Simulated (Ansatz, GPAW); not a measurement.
This is a calculation of Al2O3 (Corundum) for Ansatz 0.2.0. 

The input input.yaml:

```yaml
crystal:
  lattice:
    - [2.38025, 1.3742379782, 4.3318666667]
    - [-2.38025, 1.3742379782, 4.3318666667]
    - [0.0, -2.7484759565, 4.3318666667]
  atoms:
    - { symbol: Al, position: [0.85216, 0.85216, 0.85216] }
    - { symbol: Al, position: [0.64784, 0.64784, 0.64784] }
    - { symbol: Al, position: [0.14784, 0.14784, 0.14784] }
    - { symbol: Al, position: [0.35216, 0.35216, 0.35216] }
    - { symbol: O, position: [0.05668, 0.75, 0.44332] }
    - { symbol: O, position: [0.75, 0.44332, 0.05668] }
    - { symbol: O, position: [0.44332, 0.05668, 0.75] }
    - { symbol: O, position: [0.94332, 0.25, 0.55668] }
    - { symbol: O, position: [0.25, 0.55668, 0.94332] }
    - { symbol: O, position: [0.55668, 0.94332, 0.25] }
hamiltonian:
  xc: pbe
  pseudopotentials: { kind: paw }
kpoints:
  mp_grid: { grid: [7, 7, 7] }
scf:
  occupations: { method: gaussian, width: 0.015 }
output:
  forces: true
  stress: true
  eigenvalues: true
```

Potentials or basis: Ansatz PAW.

The run is started by

```sh
$ ansatz run input.yaml --threads 4 --pin off --max-ram 11264MiB --backend cpu --events-out ev --progress --plain --runs-dir out
```

Set up the same calculation for GPAW 26.7.0 (ASE script). Potentials or basis there: GPAW PAW data sets (gpaw-data 1.2.1), cutoff 800 eV.

As run (cutoffs and basis follow the program's own potentials, and thresholds, step limits or extra output files can differ):

Contents of run.py:

```python
from ase import Atoms
from ase.dft.bandgap import bandgap
from ase.io import write
from ase.units import Bohr, GPa
from gpaw import GPAW, PW
from gpaw.elf import elf_from_dft_calculation

atoms = Atoms(['Al', 'Al', 'Al', 'Al', 'O', 'O', 'O', 'O', 'O', 'O'],
              cell=[[2.38025, 1.3742379782, 4.3318666667],
                    [-2.38025, 1.3742379782, 4.3318666667],
                    [0.0, -2.7484759565, 4.3318666667]],
              scaled_positions=[[0.85216, 0.85216, 0.85216],
                                [0.64784, 0.64784, 0.64784],
                                [0.14784, 0.14784, 0.14784],
                                [0.35216, 0.35216, 0.35216],
                                [0.05668, 0.75, 0.44332],
                                [0.75, 0.44332, 0.05668],
                                [0.44332, 0.05668, 0.75],
                                [0.94332, 0.25, 0.55668],
                                [0.25, 0.55668, 0.94332],
                                [0.55668, 0.94332, 0.25]],
              pbc=True)

calc = GPAW(mode=PW(800),
            xc='PBE',
            kpts={'size': (7, 7, 7), 'gamma': True},
            occupations={'name': 'methfessel-paxton', 'order': 0, 'width': 0.015},
            nbands=44,
            convergence={'density': 1e-05, 'energy': 1e-05},
            maxiter=150,
            txt='gpaw.txt')
atoms.calc = calc
energy = atoms.get_potential_energy()
forces = atoms.get_forces()
stress = atoms.get_stress()
calc.write('gs.gpw')
write('result.traj', atoms)
print(f'Energy: {energy:.6f} eV')
print('Forces (eV/A):')
print(forces.round(4))
print('Stress (GPa):', (stress / GPa).round(3))
print('Fermi level:', round(calc.get_fermi_level(), 4), 'eV')
print(f'Gap: {bandgap(calc)[0]:.4f} eV, direct: {bandgap(calc, direct=True)[0]:.4f} eV')

# fields on the real-space grid
write('density.cube', atoms, data=calc.get_pseudo_density() * Bohr**3)
write('potential.cube', atoms, data=calc.get_electrostatic_potential())
write('elf.cube', atoms, data=elf_from_dft_calculation(calc).data)
```

Potentials or basis: GPAW PAW data sets (gpaw-data 1.2.1), pw.

The run is started by

```bash
$ OMP_NUM_THREADS=1 python run.py
```

Both were run:

|  | Ansatz | GPAW |
| --- | --- | --- |
| Pressure | 7.3 GPa | 9.7 GPa |

Ansatz's pressure holds a Pulay term of +0.89 GPa for its cutoff of 420 eV, which the other run lacks.

Where Ansatz's input types no cutoff or centring, it takes its own default and a Γ-centred mesh.

Pressure is positive in compression.
